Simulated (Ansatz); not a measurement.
**Eigenvalues along a path: CoSi (rocksalt type)**

```xyz
2
Lattice="0.0000 1.9109 1.9109 1.9109 0.0000 1.9109 1.9109 1.9109 0.0000" Properties=species:S:1:pos:R:3 pbc="T T T"
Co    0.0000    0.0000    0.0000
Si    1.9109    1.9109    1.9109
```

The cell comes from a relaxation on PAW files under the same functional, begun from a prototype that needn't be the stable phase.

Level of theory: DFT with PBE, scalar-relativistic, in Ansatz 0.2.0; a Γ-centred 16×16×16 k mesh, Fermi–Dirac smearing of 0.1 eV, no spin polarisation. LAPW: all electrons, basis error target 1 meV/atom.

This run: volume at 0.55 of the series' base cell.

Spin polarisation is left out, though a magnetic state may lie lower.

Path points, in fractions of the reciprocal vectors: Γ (0.000, 0.000, 0.000), X (0.500, 0.000, 0.500), U (0.625, 0.250, 0.625), K (0.375, 0.375, 0.750), L (0.500, 0.500, 0.500), W (0.500, 0.250, 0.750). The distance column jumps between branches of the path. Levels in eV from the Fermi level; bands 9 to 17, counted from the lowest band of the run. The gap is zero, the pressure 339.6 GPa.

```
# k(1/Å) point b9 b10 b11 b12 b13 b14 b15 b16 b17
0.000 Γ -17.99 -5.49 -5.49 -5.49 -4.89 -4.89 8.07 8.07 8.07
0.206 - -17.82 -5.63 -5.43 -5.43 -5.03 -4.85 7.81 7.81 8.14
0.411 - -17.32 -6.00 -5.44 -5.25 -5.25 -4.73 7.06 7.06 8.37
0.617 - -16.51 -6.51 -6.03 -4.94 -4.94 -4.55 5.92 5.92 8.74
0.822 - -15.43 -7.07 -6.73 -4.50 -4.50 -4.33 4.56 4.56 8.46
1.028 - -14.16 -7.59 -7.43 -4.11 -3.94 -3.94 3.15 3.15 5.64
1.233 - -12.83 -8.04 -8.00 -3.92 -3.25 -3.25 1.80 1.80 3.10
1.439 - -11.69 -8.49 -8.26 -3.78 -2.53 -2.53 0.66 0.66 1.28
1.644 X -11.19 -8.69 -8.35 -3.74 -2.12 -2.12 0.11 0.11 0.59
1.717 - -11.17 -8.69 -8.36 -3.78 -2.13 -2.10 -0.05 0.17 0.69
1.789 - -11.12 -8.69 -8.37 -3.89 -2.14 -2.04 -0.37 0.35 0.83
1.862 - -11.04 -8.69 -8.40 -4.05 -2.18 -1.95 -0.74 0.63 0.93
1.935 - -10.93 -8.69 -8.45 -4.25 -2.22 -1.82 -1.13 0.99 1.00
2.007 - -10.79 -8.68 -8.53 -4.46 -2.28 -1.65 -1.48 0.99 1.42
2.080 - -10.63 -8.68 -8.65 -4.67 -2.35 -1.79 -1.46 0.96 1.89
2.153 - -10.46 -8.82 -8.66 -4.88 -2.43 -2.03 -1.23 0.90 2.41
2.225 U -10.31 -9.02 -8.64 -5.08 -2.53 -2.18 -0.97 0.82 2.96
3.232 K -10.31 -9.02 -8.64 -5.08 -2.53 -2.18 -0.97 0.82 2.96
3.450 - -10.68 -9.04 -8.50 -5.56 -2.88 -2.19 -0.03 0.55 4.78
3.668 - -12.11 -8.25 -8.23 -5.85 -3.33 -2.10 0.70 1.11 6.80
3.886 - -13.67 -7.82 -7.37 -5.93 -3.84 -2.54 1.71 2.43 8.98
4.104 - -15.11 -7.28 -6.57 -5.82 -4.35 -3.29 3.20 3.87 11.16
4.322 - -16.32 -6.68 -5.93 -5.57 -4.81 -4.05 4.81 5.36 10.73
4.540 - -17.23 -6.09 -5.54 -5.26 -5.18 -4.63 6.34 6.77 9.34
4.758 - -17.80 -5.66 -5.45 -5.41 -4.99 -4.87 7.56 7.76 8.40
4.976 Γ -17.99 -5.49 -5.49 -5.49 -4.89 -4.89 8.07 8.07 8.07
5.154 - -17.86 -5.61 -5.45 -5.45 -4.92 -4.92 7.58 8.15 8.15
5.332 - -17.48 -5.93 -5.42 -5.42 -4.90 -4.90 6.32 8.36 8.36
5.510 - -16.87 -6.44 -5.58 -5.58 -4.63 -4.63 4.72 8.61 8.61
5.688 - -16.03 -7.09 -5.83 -5.83 -4.19 -4.19 3.09 8.76 8.76
5.866 - -15.01 -7.89 -6.09 -6.09 -3.68 -3.68 1.63 8.69 8.69
6.044 - -13.85 -8.84 -6.30 -6.30 -3.18 -3.18 0.48 8.39 8.39
6.222 - -12.62 -9.91 -6.43 -6.43 -2.82 -2.82 -0.25 8.04 8.04
6.400 L -11.73 -10.75 -6.48 -6.48 -2.68 -2.68 -0.50 7.90 7.90
6.545 - -11.65 -10.73 -6.55 -6.44 -2.69 -2.65 -0.54 7.38 7.57
6.690 - -11.41 -10.69 -6.76 -6.31 -2.71 -2.56 -0.65 6.21 6.70
6.835 - -11.03 -10.61 -7.07 -6.13 -2.75 -2.38 -0.81 4.84 5.67
6.981 - -10.53 -10.51 -7.46 -5.93 -2.77 -2.12 -1.00 3.45 4.63
7.126 - -10.37 -9.95 -7.86 -5.80 -2.74 -1.78 -1.18 2.13 3.66
7.271 - -10.22 -9.34 -8.23 -5.81 -2.57 -1.40 -1.28 0.94 2.81
7.417 - -10.08 -8.84 -8.51 -5.96 -2.28 -1.24 -1.04 -0.09 2.18
7.562 W -10.02 -8.62 -8.62 -6.05 -2.11 -0.88 -0.88 -0.84 1.92
7.665 - -10.08 -8.65 -8.59 -5.95 -2.11 -1.11 -0.83 -0.66 1.90
7.768 - -10.25 -8.67 -8.55 -5.67 -2.11 -1.33 -0.81 -0.46 1.84
7.870 - -10.47 -8.68 -8.50 -5.27 -2.12 -1.55 -0.75 -0.28 1.73
7.973 - -10.70 -8.69 -8.46 -4.83 -2.12 -1.74 -0.66 -0.14 1.57
8.076 - -10.90 -8.69 -8.41 -4.40 -2.12 -1.90 -0.52 -0.03 1.35
8.179 - -11.05 -8.69 -8.38 -4.05 -2.12 -2.02 -0.32 0.05 1.08
8.281 - -11.15 -8.69 -8.36 -3.82 -2.12 -2.09 -0.06 0.09 0.78
8.384 X -11.19 -8.69 -8.35 -3.74 -2.12 -2.12 0.11 0.11 0.59
```
